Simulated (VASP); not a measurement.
InSb: band structure with r2SCAN

**What was measured.**

“Electronic Structure and Epitaxy of CdTe Shells on InSb Nanowires”, 2021, arxiv:2111.05126 quotes, for a bulk crystal of InSb: band gap 0.24 eV.

InSb:

```
In Sb
1.0
     0.00000    3.26032    3.26032
     3.26032    0.00000    3.26032
     3.26032    3.26032    0.00000
In Sb
1 1
Cartesian
  0.0000 0.0000 0.0000
  1.6302 1.6302 1.6302
```

```yaml
Program: VASP 6.6.1
Task: band structure
Functional: r2SCAN
Potentials_or_basis: VASP PAW PBE potentials, release 64 (In_d, Sb)
Cutoff: 520 eV
k_mesh: 10 × 10 × 10
Occupations: gaussian, width 0.03 eV
Spin: no spin polarisation
Further_INCAR_settings: ALGO = Normal; EDIFF = 1e-07; NBANDS = 16
```

The pressure is 0.7 GPa and the band gap on the k mesh is 0.12 eV, direct. The band gap along the path is 0.12 eV, direct.

Levels at the corners of the path, in eV from the valence-band top:
```tsv
point	band 5	band 6	band 7	band 8	band 9	band 10	band 11	band 12	band 13	band 14
Γ	-14.96	-11.00	0.00	0.00	0.00	0.12	3.22	3.22	3.22	6.17
X	-14.95	-8.97	-5.99	-2.29	-2.29	1.56	1.60	8.62	8.62	9.31
X	-14.95	-8.97	-5.99	-2.29	-2.29	1.56	1.60	8.62	8.62	9.31
W	-14.96	-8.93	-5.87	-2.89	-2.75	3.76	4.24	4.61	5.28	9.54
W	-14.96	-8.93	-5.87	-2.89	-2.75	3.76	4.24	4.61	5.28	9.54
K	-14.96	-9.01	-5.85	-3.15	-1.94	1.87	3.98	6.68	6.81	7.46
K	-14.96	-9.01	-5.85	-3.15	-1.94	1.87	3.98	6.68	6.81	7.46
Γ	-14.96	-11.00	0.00	0.00	0.00	0.12	3.22	3.22	3.22	6.17
Γ	-14.96	-11.00	0.00	0.00	0.00	0.12	3.22	3.22	3.22	6.17
L	-14.96	-9.60	-5.68	-1.02	-1.02	0.80	4.10	4.10	6.48	8.75
L	-14.96	-9.60	-5.68	-1.02	-1.02	0.80	4.10	4.10	6.48	8.75
U	-14.96	-9.01	-5.85	-3.15	-1.94	1.87	3.98	6.68	6.81	7.46
U	-14.96	-9.01	-5.85	-3.15	-1.94	1.87	3.98	6.68	6.81	7.46
W	-14.96	-8.93	-5.87	-2.89	-2.75	3.76	4.24	4.61	5.28	9.54
W	-14.96	-8.93	-5.87	-2.89	-2.75	3.76	4.24	4.61	5.28	9.54
L	-14.96	-9.60	-5.68	-1.02	-1.02	0.80	4.10	4.10	6.48	8.75
L	-14.96	-9.60	-5.68	-1.02	-1.02	0.80	4.10	4.10	6.48	8.75
K	-14.96	-9.01	-5.85	-3.15	-1.94	1.87	3.98	6.68	6.81	7.46
U	-14.96	-9.01	-5.85	-3.15	-1.94	1.87	3.98	6.68	6.81	7.46
X	-14.95	-8.97	-5.99	-2.29	-2.29	1.56	1.60	8.62	8.62	9.31
```

Run time: 6 min on 1 thread of Intel(R) Xeon(R) 6975P-C (Granite Rapids) (shared host), peak memory 0.26 GiB.

A measured gap of InSb is 0.24 eV (quoted in “Electronic Structure and Epitaxy of CdTe Shells on InSb Nanowires”, 2021, arxiv:2111.05126); the calculated 0.12 eV misses it by -0.12 eV. Spin-orbit coupling on In, Sb is left out. The value is that of r2SCAN, without temperature or zero-point motion.

Caveat: the PAW data sets were made with another functional, which shifts forces and pressure a little; spin-orbit coupling is left out, which moves the levels of the heavy elements.
